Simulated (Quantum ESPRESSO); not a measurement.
A run of Quantum ESPRESSO 7.5:

Contents of pw.in:

```
&CONTROL
  calculation = 'scf'
  prefix = 'pwscf'
  outdir = './tmp'
  pseudo_dir = './pseudo'
  tprnfor = .true.
  tstress = .true.
  disk_io = 'low'
/
&SYSTEM
  ibrav = 0
  nat = 2
  ntyp = 2
  ecutwfc = 45
  ecutrho = 360
  nbnd = 20
  occupations = 'smearing'
  smearing = 'fd'
  degauss = 0.00367493
  nspin = 2
  starting_magnetization(1) = 0.2667
  starting_magnetization(2) = 0
/
&ELECTRONS
  conv_thr = 4d-10
  electron_maxstep = 120
  mixing_beta = 0.3
/
ATOMIC_SPECIES
Mn    54.9380 mn_pbesol_v1.5.uspp.F.UPF
O     15.9990 o_pbesol_v1.2.uspp.F.UPF
CELL_PARAMETERS angstrom
   0.0000000000    2.2239077028    2.2239077028
   2.2239077028    0.0000000000    2.2239077028
   2.2239077028    2.2239077028    0.0000000000
ATOMIC_POSITIONS angstrom
Mn     0.0000000000    0.0000000000    0.0000000000
O      2.2239077028    2.2239077028    2.2239077028
K_POINTS automatic
8 8 8 0 0 0
HUBBARD {ortho-atomic}
U Mn-3d 0.0001
```

scf2.in

```
&CONTROL
  calculation = 'scf'
  prefix = 'pwscf'
  outdir = './tmp'
  pseudo_dir = './pseudo'
  tprnfor = .true.
  tstress = .true.
  disk_io = 'low'
/
&SYSTEM
  ibrav = 0
  nat = 2
  ntyp = 2
  ecutwfc = 45
  ecutrho = 360
  nbnd = 20
  occupations = 'smearing'
  smearing = 'fd'
  degauss = 0.00367493
  nspin = 2
  starting_magnetization(1) = 0.2667
  starting_magnetization(2) = 0
/
&ELECTRONS
  conv_thr = 1d-13
  electron_maxstep = 120
  mixing_beta = 0.3
  startingpot = 'file'
  startingwfc = 'file'
/
ATOMIC_SPECIES
Mn    54.9380 mn_pbesol_v1.5.uspp.F.UPF
O     15.9990 o_pbesol_v1.2.uspp.F.UPF
CELL_PARAMETERS angstrom
   0.0000000000    2.2239077028    2.2239077028
   2.2239077028    0.0000000000    2.2239077028
   2.2239077028    2.2239077028    0.0000000000
ATOMIC_POSITIONS angstrom
Mn     0.0000000000    0.0000000000    0.0000000000
O      2.2239077028    2.2239077028    2.2239077028
K_POINTS automatic
8 8 8 0 0 0
HUBBARD {ortho-atomic}
U Mn-3d 0.0001
```

hp.in

```
&INPUTHP
  prefix = 'pwscf'
  outdir = './tmp'
  nq1 = 2
  nq2 = 2
  nq3 = 2
  conv_thr_chi = 1d-06
  niter_max = 80
  iverbosity = 1
  alpha_mix(1) = 0.15
/
```

Potentials or basis: GBRV 1.5 PBEsol.

Command:

```console
$ OMP_NUM_THREADS=1 mpirun -n 4 pw.x -nk 4 -in pw.in > pw.out
$ OMP_NUM_THREADS=1 mpirun -n 4 pw.x -nk 4 -in scf2.in > scf2.out
$ OMP_NUM_THREADS=1 mpirun -n 4 hp.x -nk 4 -in hp.in > hp.out
```

Hardware: 4 MPI ranks on Intel(R) Xeon(R) Platinum 8375C CPU @ 2.90GHz (Ice Lake), on a shared host.

Question: How long does it take, and how much memory?

Answer: It took 63 s on 4 MPI ranks on Intel(R) Xeon(R) Platinum 8375C CPU @ 2.90GHz (Ice Lake) (shared host), peak memory 0.4 GiB a rank. Counts: scf iterations 17, k pools 4, bands 20, k points 29, g dense 17153.
